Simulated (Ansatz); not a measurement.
BN:

```xyz
4
Lattice="2.4982 0.0000 0.0000 -1.2491 2.1635 0.0000 0.0000 0.0000 6.6357" Properties=species:S:1:pos:R:3 pbc="T T T"
N     1.2491    0.7212    1.6589
N     0.0000    1.4424    4.9768
B     1.2491    0.7212    4.9768
B     0.0000    1.4424    1.6589
```

Base run:

```yaml
Program: Ansatz 0.2.0
Functional: PBEsol
Potentials_or_basis: Ansatz PAW
Cutoff: "420 eV (not typed: the program's choice for these potentials)"
k_mesh: 12 × 12 × 4
Occupations: fermi-dirac, width 0.05 eV
Spin: no spin polarisation
```

Its results: band gap on the k mesh 4.19 eV, indirect (least direct gap 4.60 eV); pressure 2.1 GPa.

**Question.** The run is repeated on the same cell with these changes: functional from PBEsol to PBE; potentials or basis from Ansatz PAW to Ansatz PAW earlier set; cutoff from 420 eV (not typed: the program's choice for these potentials) to 900 eV. What comes out?

**Answer.** Band gap on the k mesh 4.29 eV, indirect (least direct gap 4.67 eV); pressure 5.1 GPa.

Caveats: this functional lacks dispersion, which binds the layers, so the pressure and a relaxed spacing across them are unreliable; the PAW data sets come from PBE, with cores solved anew for the run's functional, which leaves a small shift of forces and pressure (some runs).

A k mesh can miss the band edges.
